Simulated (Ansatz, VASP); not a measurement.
## Al35SiSbN35 (Sb_N-Si_Al) in two plane-wave programs

Aim: how closely do two programs agree when they are given the same cell, functional and k mesh? The cell is taken from a series of runs on this material, whose earlier steps may have relaxed, scaled, displaced or heated it; both programs get it as it stands.

Method: plane waves, with VASP 6.6.1 beside it; single point at r2SCAN, in Ansatz 0.2.0.

**1. The structure**

The cell holds 72 atoms: 35 Al, 35 N, 1 Sb and 1 Si. Its edges and angles: a = 9.320 Å, b = 9.320 Å, c = 9.956 Å, α = 90.0°, β = 90.0°, γ = 120.0°. It derives from AlN (AlN (P6_3mc)). Nearest the centre at fractional (0.667, 0.500, 0.470): Sb71 at 0.75 Å, Si72 at 1.64 Å, N67 at 2.48 Å, N63 at 2.49 Å, N66 at 2.54 Å, Al18 at 2.74 Å, Al14 at 2.75 Å, Al17 at 2.85 Å.

As a file:

```cif
data_structure
_symmetry_space_group_name_H-M 'P 1'
_symmetry_Int_Tables_number 1
_cell_length_a 9.3196
_cell_length_b 9.3196
_cell_length_c 9.9565
_cell_angle_alpha 90.000
_cell_angle_beta 90.000
_cell_angle_gamma 120.000
_cell_volume 748.91
loop_
_atom_site_label
_atom_site_type_symbol
_atom_site_fract_x
_atom_site_fract_y
_atom_site_fract_z
_atom_site_occupancy
Al1 Al 0.22215 0.10792 0.25212 1
Al2 Al 0.11175 0.22177 0.49880 1
Al3 Al 0.21763 0.10936 0.75447 1
Al4 Al 0.10953 0.22069 0.00406 1
Al5 Al 0.22243 0.44604 0.25215 1
Al6 Al 0.10298 0.56642 0.50402 1
Al7 Al 0.21752 0.43998 0.75440 1
Al8 Al 0.11159 0.55466 0.00028 1
Al9 Al 0.22465 0.77809 0.24672 1
Al10 Al 0.10311 0.86804 0.50437 1
Al11 Al 0.22201 0.77687 0.75158 1
Al12 Al 0.11158 0.88868 0.00036 1
Al13 Al 0.55407 0.11045 0.24868 1
Al14 Al 0.42076 0.17853 0.51475 1
Al15 Al 0.55815 0.10828 0.75171 1
Al16 Al 0.44022 0.21418 0.99050 1
Al17 Al 0.55652 0.44397 0.19807 1
Al18 Al 0.42140 0.57465 0.51492 1
Al19 Al 0.55271 0.44233 0.74373 1
Al20 Al 0.44029 0.55784 0.99056 1
Al21 Al 0.55412 0.77537 0.24865 1
Al22 Al 0.44699 0.88951 0.49845 1
Al23 Al 0.55814 0.78163 0.75185 1
Al24 Al 0.44528 0.88858 0.00039 1
Al25 Al 0.88777 0.10968 0.25192 1
Al26 Al 0.77660 0.22093 0.49695 1
Al27 Al 0.88949 0.11075 0.74781 1
Al28 Al 0.77808 0.21983 0.99972 1
Al29 Al 0.88787 0.44308 0.24319 1
Al30 Al 0.89333 0.44311 0.75232 1
Al31 Al 0.78369 0.55784 0.98515 1
Al32 Al 0.88782 0.77623 0.24357 1
Al33 Al 0.77683 0.88768 0.49715 1
Al34 Al 0.89326 0.78232 0.75252 1
Al35 Al 0.77799 0.89008 0.99988 1
N36 N 0.21134 0.09683 0.44283 1
N37 N 0.11124 0.22126 0.19429 1
N38 N 0.21728 0.10978 0.94183 1
N39 N 0.11135 0.22131 0.69017 1
N40 N 0.21211 0.44714 0.44308 1
N41 N 0.11200 0.55535 0.18827 1
N42 N 0.21732 0.43976 0.94178 1
N43 N 0.11513 0.55415 0.69614 1
N44 N 0.23510 0.78343 0.43341 1
N45 N 0.11186 0.88763 0.18837 1
N46 N 0.22302 0.77763 0.94131 1
N47 N 0.11526 0.89253 0.69652 1
N48 N 0.55469 0.10308 0.43989 1
N49 N 0.43907 0.21212 0.17798 1
N50 N 0.55777 0.10867 0.93896 1
N51 N 0.43919 0.21160 0.70269 1
N52 N 0.43931 0.55813 0.17811 1
N53 N 0.55292 0.44263 0.94223 1
N54 N 0.43921 0.55888 0.70275 1
N55 N 0.55521 0.78453 0.43964 1
N56 N 0.44635 0.88881 0.18781 1
N57 N 0.55772 0.78140 0.93905 1
N58 N 0.44463 0.88791 0.68973 1
N59 N 0.88801 0.11017 0.44132 1
N60 N 0.77634 0.21886 0.18815 1
N61 N 0.88940 0.11083 0.93897 1
N62 N 0.77862 0.22220 0.68874 1
N63 N 0.89128 0.43430 0.42960 1
N64 N 0.78738 0.55925 0.17191 1
N65 N 0.89095 0.44025 0.93968 1
N66 N 0.78187 0.55693 0.70710 1
N67 N 0.89141 0.78861 0.43049 1
N68 N 0.77635 0.88853 0.18834 1
N69 N 0.89095 0.78315 0.93985 1
N70 N 0.77852 0.88792 0.68886 1
Sb71 Sb 0.58068 0.45651 0.44014 1
Si72 Si 0.86014 0.59577 0.52058 1
```

**2. Ansatz: single point, r2SCAN**

Ansatz runs on its PAW soft_1 files.

A single point gives forces, pressure and levels at one fixed geometry, so differences don't come from the geometry; what else differs is listed under the comparison.

Contents of input.yaml:

```yaml
crystal:
  checkpoint: "../qm1.relax.run"
  host: checkpoint
basis:
  ecutwfc: 500
  xc_grid: 2
hamiltonian:
  xc: r2scan
  pseudopotentials: { kind: paw, azcp: { folder: soft_1 } }
kpoints:
  mp_grid: { grid: [2, 2, 2], shift: [0.5, 0.5, 0.5] }
scf:
  occupations: { method: fermi_dirac, width: 0.01 }
  max_iter: 80
output:
  forces: true
  eigenvalues: true
  charged_corrections: { defect_position: [0.666667, 0.5, 0.47] }
checkpoint:
  read: "../qm1.relax.run"
  write: "../qm1.point_neutral.run"
  compress: false
  write_wavefunctions: false
  write_every: 100000
magnetization:
  spin_polarized: true
  initial_magnetization: 1
  spin_locking: { lock_magnetization: hard }
```

The run is started by

```sh
$ ansatz run input.yaml --threads 4 --pin off --max-ram 7536MiB --backend cpu --events-out ev --progress --plain --runs-dir out
```

Numbers of over 12 decimals in the logs are rounded to 6 here.

Log:

```text
Warning: This run holds its total moment fixed (magnetization.spin_locking.lock_magnetization: hard) and mixes its density by anderson or broyden (scf.mixing.algorithm, typed or taken by auto). Slabs with a fixed moment have converged under broyden above another state at the same moment, at the default mixing steps and at smaller ones, and under scf.lower_state_search: standard, light or off a state that such a mixer [...]
checkpoint.read: neither the saved density nor the saved orbitals are used: the state is of another total charge, and does not settle where this run's electrons and spins go. The run starts from its atoms. Which states do: the manual's quickstart, A charge series.
crystal.checkpoint: the structure is that of <dir>, a `relax` run, at its step 11: its result, under r2scan at a charge of -1 e; 72 atoms read, 0 with a starting moment; this deck's charge is 0 e; no density is read with it (checkpoint.read); crystal.structure_sha256 for this input is
Engine: ansatz 0.2.0, aarch64-unknown-linux-gnu
Pseudopotentials: kind: paw
Pseudopotential: Al, paw, valence charge 3, recommended cutoff 500 eV (meta_gga), soft_1/Al.paw.azcp
Pseudopotential: N, paw, valence charge 5, recommended cutoff 500 eV (meta_gga), soft_1/N.paw.azcp
Pseudopotential: Sb, paw, valence charge 15, recommended cutoff 500 eV (meta_gga), soft_1/Sb.paw.azcp
Pseudopotential: Si, paw, valence charge 4, recommended cutoff 500 eV (meta_gga), soft_1/Si.paw.azcp
Functional definition: r2SCAN
  parameter k0 = 0.174
  parameter k1 = 0.065
  parameter a1 = 4.9479
  exchange = r2scan_x(k0 = k0, k1 = k1, a1 = a1)
  correlation = r2scan_c
Crystal: 72 atoms, lattice volume = 748.907 Å³
Basis set: ecut = 500 eV, 18913 PW (Γ), exchange–correlation on 144×144×150 points (8 copies of the dense FFT grid, shifted against one another)
Bands: 222, of which v1, the nominal top of the filled ones, is band 150 counted from 1 (149 counted from 0)
Symmetry: 1 space group operations
Space group: P1 (ITA 1), of the structure as read, at distance tolerance 9.1e-5 Å
Magnetic group: BNS 1.1 (UNI 1), of the structure as read, at distance tolerance 9.1e-5 Å
k-points: 4 of 8 (time reversal used)
Non-local potential: Al, projectors of the file, l = 0: 2, l = 1: 2, l = 2: 1
Non-local potential: N, projectors of the file, l = 0: 2, l = 1: 2, l = 2: 1
Non-local potential: Sb, projectors of the file, l = 0: 2, l = 1: 2, l = 2: 2, l = 3: 1
Non-local potential: Si, projectors of the file, l = 0: 2, l = 1: 2, l = 2: 1
PAW form: soft (Blöchl's): semilocal exchange-correlation on the pseudo side does not see the compensation charge
PAW frozen core: Al, regenerated for the run's functional (the file was generated under x = pbe(κ = 0.804, μ = 0.219515), c = pbe(β = 0.066725))
PAW frozen core: N, regenerated for the run's functional (the file was generated under x = pbe(κ = 0.804, μ = 0.219515), c = pbe(β = 0.066725))
PAW frozen core: Sb, regenerated for the run's functional (the file was generated under x = pbe(κ = 0.804, μ = 0.219515), c = pbe(β = 0.066725))
PAW frozen core: Si, regenerated for the run's functional (the file was generated under x = pbe(κ = 0.804, μ = 0.219515), c = pbe(β = 0.066725))
PAW one-centre angular grid: Al, 302 points (default); XC on 160 Gauss nodes
PAW one-centre angular grid: N, 302 points (default); XC on 160 Gauss nodes
PAW one-centre angular grid: Sb, 590 points (default); XC on 160 Gauss nodes
PAW one-centre angular grid: Si, 302 points (default); XC on 160 Gauss nodes
Initial density: superposition of atomic densities (chi_scale 0.1, normalization cell, long waves kept (reshape's long-wave potential 0.33 eV rms))
Starting moments: Σ|m| = 1 μB on 72 of 72 sites
Initial wavefunctions: pseudopotential atomic-orbital guess
Functional: x = r2scan, c = r2scan; τ floored in thin density (d = 2e-4 eV/Å³)
SCF iter   1: F=—  HF=-39660.433343 eV  |F-HF|=—  |Δ(HF+E_count)|=         —  Δρ=6.65e-2 (↑6.64e-2 ↓6.65e-2)  dr2=1.61e2  dr2_τ=4.77e0  dr2_m=1.47e-1  M=1.000 μB ∫|m|=1.011 μB  β_m=1.20  ethr=3.10e-3  ⟨swp⟩=6.0  Hψ=7904  notcnv=0  defer=254
preconditioner: auto → Resta (q_TF=auto, 2.341 Å⁻¹)  ε∞=3.4  [insulator: Δε(μ)=1.267 eV  Ē_g=15.030 eV  σ=0.010 eV  W_gap=1.00  n_scr=162 (ndim 8)  ℏωp=23.1 eV  f_vac=0.000  D(μ)=0.00/eV (n_scr^D=0)  ε∞_Penn≈3.4]
[...]
atom  66  Al    -0.62620863     0.25873421     0.35785961
  atom  67  N      1.69707109    -0.84223794     1.31150731
  atom  68  N      0.14381105    -0.05034047     0.43463483
  atom  69  Al    -0.40647264     0.48628772     0.64385472
  atom  70  Al    -0.07646782     0.05495082    -0.10203921
  atom  71  N      0.08752017    -0.15870836    -0.17889338
  atom  72  N      0.16378321    -0.11462396    -0.17644847
  max |Σ_I F_I| component: 4.82e-2 eV/Å
--- Band table (eV; the first three rows and the last of 8) ---
  k-point 0 ↑: bands = [... 146 lower, 8.1308, 8.7035, 8.8549, 8.9761, 12.7850, 12.9226, 13.1020, 13.2481, ... 68 higher]
  k-point 1 ↑: bands = [... 146 lower, 8.1208, 8.6919, 8.8614, 8.9840, 12.7942, 12.9005, 13.1104, 13.2655, ... 68 higher]
  k-point 2 ↑: bands = [... 146 lower, 8.3001, 8.7547, 8.8696, 9.0628, 12.7042, 12.8211, 12.9482, 13.1028, ... 68 higher]
  k-point 3 ↓: bands = [... 146 lower, 8.6160, 8.7903, 9.0247, 10.3205, 12.8038, 12.9230, 13.0059, 13.1181, ... 68 higher]
```

**3. VASP: single point, r2SCAN**

The same cell, functional, mesh and smearing now go to VASP, with its own data sets.

Lines of VASP's logs that name or quote its potential files are left out, and so is its time.

Contents of INCAR:

```
SYSTEM = Al35SiSbN35
PREC = Accurate
ENCUT = 580
EDIFF = 1E-06
NELM = 200
ISMEAR = -1
SIGMA = 0.01
LREAL = Auto
ALGO = Normal
METAGGA = R2SCAN
LASPH = .TRUE.
NBANDS = 200
ISPIN = 2
MAGMOM = 0 0 0 0 0 0.01 0 -0 0 0.01 -0 -0 -0 -0 0 0 0 -0 0 0 -0 0 0 0 -0 0 -0 0 0 -0 0 0 0 -0 0 0 0 0 0 0 -0 0 0.03 0.05 -0 -0 0.03 0 0 0 0 0 0.01 0 0 0 0 -0 0.01 0.01 0 -0 0.1 -0 0 0.07 0.1 0.01 0 -0 0 0.08
LORBIT = 11
LWAVE = .FALSE.
LCHARG = .FALSE.
ISIF = 2
ISYM = 0
NUPDOWN = 1
GGA_COMPAT = .FALSE.
LMIXTAU = .TRUE.
KPAR = 4
```

Contents of POSCAR:

```
Al35SiSbN35
1.0
    9.3195655359      0.0000000860      0.0000000000
   -4.6597828424      8.0709804634      0.0000000000
    0.0000000000      0.0000000000      9.9564777190
Al N Sb Si
35 35 1 1
Direct
    0.2221467981      0.1079155840      0.2521235814
    0.1117512823      0.2217724825      0.4988028645
    0.2176346661      0.1093622960      0.7544674066
    0.1095271005      0.2206949263      0.0040601168
    0.2224263095      0.4460360342      0.2521544743
    0.1029757928      0.5664211683      0.5040240860
    0.2175206996      0.4399758163      0.7543973318
    0.1115879923      0.5546600157      0.0002822129
    0.2246452643      0.7780883542      0.2467213174
    0.1031096517      0.8680428073      0.5043697685
    0.2220095266      0.7768677095      0.7515828965
    0.1115783749      0.8886815302      0.0003590841
    0.5540733013      0.1104466900      0.2486770659
    0.4207601654      0.1785314796      0.5147455711
    0.5581450393      0.1082751581      0.7517110039
    0.4402199105      0.2141794514      0.9905033210
    0.5565218410      0.4439727645      0.1980683906
    0.4213982266      0.5746495254      0.5149217507
    0.5527124142      0.4423280940      0.7437314938
    0.4402900250      0.5578386901      0.9905557766
    0.5541151150      0.7753703221      0.2486529658
    0.4469901744      0.8895131293      0.4984536097
    0.5581350148      0.7816305398      0.7518453260
    0.4452822681      0.8885827493      0.0003873348
    0.8877736896      0.1096796560      0.2519204559
    0.7766031399      0.2209253552      0.4969468044
    0.8894906032      0.1107501747      0.7478081945
    0.7780842971      0.2198301350      0.9997215322
    0.8878745975      0.4430774327      0.2431934663
    0.8933250646      0.4431057664      0.7523213594
    0.7836923856      0.5578364205      0.9851547680
    0.8878215461      0.7762264450      0.2435740445
    0.7768313796      0.8876804400      0.4971450011
    0.8932608599      0.7823197726      0.7525167241
    0.7779943648      0.8900813360      0.9998823782
    0.2113424729      0.0968261078      0.4428288992
    0.1112408510      0.2212591174      0.1942865511
    0.2172771372      0.1097775733      0.9418291145
    0.1113466517      0.2213124575      0.6901699157
    0.2121072605      0.4471388342      0.4430790723
    0.1120019211      0.5553485471      0.1882741220
    0.2173216443      0.4397599117      0.9417807748
    0.1151308612      0.5541543231      0.6961367420
    0.2351027159      0.7834334613      0.4334064803
    0.1118556366      0.8876274962      0.1883703466
    0.2230161797      0.7776345942      0.9413063136
    0.1152631753      0.8925320458      0.6965199334
    0.5546868799      0.1030827979      0.4398879030
    0.4390689444      0.2121177753      0.1779819232
    0.5577716177      0.1086712818      0.9389551819
    0.4391936489      0.2116037826      0.7026862115
    0.4393069810      0.5581280542      0.1781070326
    0.5529212941      0.4426318531      0.9422280854
    0.4392127998      0.5588761451      0.7027462471
    0.5552089797      0.7845271746      0.4396432841
    0.4463510419      0.8888111367      0.1878056396
    0.5577187132      0.7813999122      0.9390463304
    0.4446340533      0.8879065203      0.6897312104
    0.8880095417      0.1101705199      0.4413222791
    0.7763418752      0.2188582041      0.1881521694
    0.8893953862      0.1108273169      0.9389741624
    0.7786188290      0.2222023749      0.6887404817
    0.8912768770      0.4343041271      0.4296013223
    0.7873824781      0.5592494101      0.1719105174
    0.8909470743      0.4402499700      0.9396839290
    0.7818733773      0.5569315329      0.7070954209
    0.8914053704      0.7886121081      0.4304906525
    0.7763496542      0.8885301246      0.1883356452
    0.8909485421      0.7831485925      0.9398507444
    0.7785246167      0.8879209000      0.6888611634
    0.5806829330      0.4565109936      0.4401371072
    0.8601371208      0.5957666164      0.5205784080
```

Contents of KPOINTS:

```
Points of the shifted mesh
8
Reciprocal
 0.2500000000  0.2500000000  0.2500000000 1
 0.2500000000  0.2500000000  0.7500000000 1
 0.2500000000  0.7500000000  0.2500000000 1
 0.2500000000  0.7500000000  0.7500000000 1
 0.7500000000  0.2500000000  0.2500000000 1
 0.7500000000  0.2500000000  0.7500000000 1
 0.7500000000  0.7500000000  0.2500000000 1
 0.7500000000  0.7500000000  0.7500000000 1
```

PAW data sets: Al, N, Sb and Si (PBE family, release 64).

The run is started by

```sh
$ mpirun -np 8 vasp_std
```

Log:

```text
[banner, memory and clock lines left out]
running    8 mpi-ranks, on    1 nodes
[...]
|                                                                             |
|           W    W    AA    RRRRR   N    N  II  N    N   GGGG   !!!           |
|           W    W   A  A   R    R  NN   N  II  NN   N  G    G  !!!           |
|           W    W  A    A  R    R  N N  N  II  N N  N  G       !!!           |
|           W WW W  AAAAAA  RRRRR   N  N N  II  N  N N  G  GGG   !            |
|           WW  WW  A    A  R   R   N   NN  II  N   NN  G    G                |
|           W    W  A    A  R    R  N    N  II  N    N   GGGG   !!!           |
|                                                                             |
|     For optimal performance we recommend to set                             |
|       NCORE = 2 up to number-of-cores-per-socket                            |
|     NCORE specifies how many cores store one orbital (NPAR=cpu/NCORE).      |
|     This setting can greatly improve the performance of VASP for DFT.       |
[...]
|                                                                             |
|     You enforced a specific xc type in the INCAR file but a different       |
|     [... a line on the potential file left out ...]
|     I HOPE YOU KNOW WHAT YOU ARE DOING!                                     |
|                                                                             |

 LDA part: xc-table for (None), standard interpolation
 POSCAR, INCAR and KPOINTS ok, starting setup
[...]
entering main loop
       N       E                     dE             d eps       ncg     rms          rms(c)
DAV:   1     0.115985070072E+04    0.11599E+04   -0.14709E+05  6400   0.148E+03
DAV:   2    -0.696200805406E+03   -0.18561E+04   -0.17667E+04  7936   0.295E+02
DAV:   3    -0.847844829402E+03   -0.15164E+03   -0.15021E+03  7776   0.914E+01
DAV:   4    -0.850644345317E+03   -0.27995E+01   -0.27885E+01  7656   0.129E+01
[...]
DAV:  22    -0.697642442512E+03    0.13542E-05   -0.35396E-06  6032   0.593E-03    0.963E-03
DAV:  23    -0.697642447627E+03   -0.51157E-05   -0.19389E-06  4456   0.467E-03    0.413E-03
DAV:  24    -0.697642447752E+03   -0.12445E-06   -0.54339E-07  3632   0.174E-03
   1 F= -.69764245E+03 E0= -.69764245E+03  d E =-.191903E-11  mag=     1.0000
```

From OUTCAR (step 3):

```text
  FREE ENERGIE OF THE ION-ELECTRON SYSTEM (eV)
  ---------------------------------------------------
  free  energy   TOTEN  =      -697.6424477518 eV

  energy  without entropy=     -697.6424477518  energy(sigma->0) =     -697.64244775

 magnetization (x)
# of ion       s       p       d       tot
------------------------------------------
    1        0.000  -0.000   0.000  -0.000
    2       -0.000   0.000   0.000   0.000
    3        0.001   0.002   0.000   0.003
    4        0.000   0.000   0.000   0.000
    5        0.000  -0.000   0.000   0.000
    6       -0.001   0.007   0.000   0.006
    7        0.001   0.002   0.000   0.003
    8       -0.000  -0.000   0.000  -0.000
    9       -0.000   0.000   0.000   0.000
   10       -0.001   0.007   0.000   0.006
   11       -0.000  -0.000   0.000  -0.000
   12       -0.000  -0.000   0.000  -0.000
   13       -0.000  -0.000   0.000  -0.000
[...]
--------------------------------------------------
tot          0.102   0.462  -0.000   0.564
```

The run ends at a pressure of 6.51 GPa, with forces up to 4.0 eV/Å.

**4. Differences**

Known differences besides the potentials themselves: VASP starts from the moments at which Ansatz ended; VASP keeps PBE cores, Ansatz makes them for the functional; the data sets hold 299 valence electrons in Ansatz (on its PAW soft_1 files) and 289 in VASP; the cutoff is 500 eV in Ansatz and 580 eV in VASP (PREC = Accurate, projectors in real space); site moments are counted in spheres of each program's own size. Total energies have different zeros and are not compared.

Compared:

| quantity | Ansatz | VASP | difference |
| --- | --- | --- | --- |
| total moment, fixed by the input (μB) | 1.00 | 1.00 | 0.00 |
| moment on Si72 (μB) | 0.08 | 0.12 | -0.04 |
| moment on N63 (μB) | 0.10 | 0.10 | 0.00 |
| moment on N67 (μB) | 0.10 | 0.10 | 0.00 |
| moment on N66 (μB) | 0.07 | 0.07 | 0.00 |

Forces on 9 of the 72 atoms, those with the largest forces and the largest differences (eV/Å; atoms numbered as in POSCAR):

| atom | Ansatz x, y, z | VASP x, y, z |
| --- | --- | --- |
| Al6 | 2.430, -1.036, -0.563 | 2.419, -1.034, -0.566 |
| Al10 | 0.288, 2.656, -0.573 | 0.283, 2.645, -0.575 |
| Al14 | 0.041, 0.029, 0.073 | 0.041, -0.031, 0.104 |
| Al18 | -0.005, 0.082, 0.062 | -0.056, 0.113, 0.092 |
| N44 | -1.252, -0.726, 0.848 | -1.261, -0.731, 0.859 |
| N63 | 0.124, 1.899, 1.434 | 0.135, 1.876, 1.416 |
| N66 | 1.265, 0.730, -1.286 | 1.259, 0.726, -1.267 |
| N67 | 1.697, -0.842, 1.312 | 1.683, -0.821, 1.292 |
| Si72 | -3.507, -2.010, -0.725 | -3.418, -1.960, -0.694 |

The forces differ by 12 meV/Å r.m.s., which is 2.3 % of the r.m.s. force of 0.527 eV/Å (both taken over all components).

**5. Summary of results**

- r.m.s. force difference (single point, r2SCAN): 2.3 % of the r.m.s. force

What this shows: The r.m.s. force difference is 2.3 % of the r.m.s. force (single point, r2SCAN), within the 3 % picked in this series as the mark of a large difference. The data sets hold unlike numbers of valence electrons (299 in Ansatz and 289 in VASP), so part of the differences comes from the potentials. Such differences can come from data sets, numerical settings and the points named under the comparisons, not from the functional's error against experiment.

[Lines on the potential files, build, host, timing and source positions are cut from VASP's logs without a mark.]

[Logs are printed without paths, hosts, clocks, repeated set-up lines and the standing remarks that a program may print on its own settings, such as how far it seeks lower states.]

[Hosts, paths, dates, database ids (printed as entryN), source tags and the programs' standing remarks are cut or masked in the printed files.]
